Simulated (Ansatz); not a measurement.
W: levels along high-symmetry lines

```
W
1.0
    -1.59730    1.59730    1.59730
     1.59730   -1.59730    1.59730
     1.59730    1.59730   -1.59730
W
1
Direct
  0.00000 0.00000 0.00000
```

The cell is a measured one (Crystallography Open Database entry 9006499); the temperature and pressure of the measurement aren't taken into account, and nothing was relaxed. It was measured hot, at 2171 K.

Spin–orbit coupling is left out, though it moves levels of the heavy atoms by tenths of an eV or more.

Method: DFT, PBE, all-electron LAPW, scalar-relativistic (Ansatz 0.2.0).

The runs use a Γ-centred 14×14×14 k mesh, Fermi–Dirac smearing of 0.03 eV, basis error target 1 meV/atom, no spin polarisation.

Points in fractions of the reciprocal vectors of this cell: Γ (0, 0, 0), H (0.5, -0.5, 0.5), N (0, 0, 0.5), P (0.25, 0.25, 0.25). The path joins them by straight lines in the order Γ–H–N–Γ–P–H–P–N; legs that retrace an earlier one aren't tabulated. Energies are in eV from the Fermi level.

Q: Metal or insulator at this level of theory?

A: No gap opens: metallic or semimetallic.

Q: Tabulate bands 20 to 25, counted from the lowest band of the run, along the path.

A: 
```
k (1/Å)  point  band 20  band 21  band 22  band 23  band 24  band 25
   0.00      Γ    -9.56    -1.29    -1.29    -1.29     2.09     2.09
   0.49           -8.18    -1.33    -1.33    -0.62     0.25     2.76
   0.98           -5.24    -2.77    -0.61    -0.61     1.22     3.26
   1.48           -4.94    -4.78     1.78     1.78     3.59     4.79
   1.97      H    -5.71    -5.71     4.86     4.86     4.86     7.93
   2.31           -5.31    -5.17     2.29     2.41     4.99     7.78
   2.66           -4.76    -3.65    -0.76     0.02     5.31     6.91
   3.01           -5.58    -2.82    -1.40     0.76     4.85     5.65
   3.36      N    -6.19    -3.54     0.51     1.97     2.92     5.80
   3.71           -6.22    -3.27    -1.02     1.98     2.66     4.11
   4.05           -7.20    -2.55    -1.89     1.38     1.48     2.28
   4.40           -8.86    -1.70    -1.43    -0.59     1.58     2.11
   4.75      Γ    -9.56    -1.29    -1.29    -1.29     2.09     2.09
   5.17           -8.53    -1.81    -1.81    -0.04     1.82     1.82
   5.60           -6.07    -2.93    -2.93     2.15     2.15     3.56
   6.03           -3.47    -3.39    -3.39     2.80     2.80     8.14
   6.45      P    -2.99    -2.99    -2.99     3.08     3.08     6.27
   6.88           -4.29    -2.60    -2.60     2.77     2.77     7.33
   7.30           -3.45    -3.45    -3.33     2.64     2.64     8.46
   7.73           -5.01    -5.01     0.60     3.71     3.71     9.06
   8.15      H    -5.71    -5.71     4.86     4.86     4.86     7.93
   9.86      P    -2.99    -2.99    -2.99     3.08     3.08     6.27
  10.10           -3.61    -3.43    -2.22     2.90     3.05     6.93
  10.35           -4.83    -3.58    -1.18     2.47     3.00     8.21
  10.60           -5.82    -3.57    -0.06     2.11     2.94     6.56
  10.84      N    -6.19    -3.54     0.51     1.97     2.92     5.80
```
